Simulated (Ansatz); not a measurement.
# Al2Cu: generalised stacking fault

Computed with DFT PBEsol, scalar-relativistic, plane waves, PAW (Ansatz). Cutoff 420 eV, Γ-centred 12×12×4 k-points, Gaussian smearing of 0.15 eV. No spin polarisation. Energies are free energies at this smearing, counted from the undisturbed cell; pressure is positive in compression.

Zero of the scan (relaxed at this level; it needn't be the usual structure):

```
CELL_PARAMETERS angstrom
-2.02463 -2.02463 -2.86301
-2.02463 -2.02463 2.86301
-8.09853 8.09853 0.00000
ATOMIC_POSITIONS crystal
Al 0.00000 0.50000 0.31250
Al 0.50000 0.00000 0.06250
Al 0.00000 0.50000 0.81250
Al 0.50000 0.00000 0.56250
Al 0.00000 0.50000 0.06250
Al 0.50000 0.00000 0.81250
Al 0.00000 0.50000 0.56250
Al 0.50000 0.00000 0.31250
Cu 0.00000 0.00000 0.18750
Cu 0.50000 0.50000 0.93750
Cu 0.00000 0.00000 0.68750
Cu 0.50000 0.50000 0.43750
```

The cut lies on the cell's a–b face, a (0 1 0) plane (indices in the standard cell, whose axes needn't be the Cartesian ones shown) of area 16.40 Å², between layers 1.43 Å apart. Vector c is tilted by f times 1·a + 1·b (length 5.727 Å) with the atoms' Cartesian places fixed: one unrelaxed fault a cell. The cell is metallic on the mesh throughout.

```csv
f,γ (mJ/m²),"shear traction, the slope of γ along the slip (GPa)"
0.0000,0,0.0
0.1667,1596,23.4
0.3333,1728,-21.2
0.5000,244,-0.1
```

Cost: 4 runs of about 7.8 core-minutes in all, on Intel Xeon Platinum 8488C (Sapphire Rapids) (shared hosts).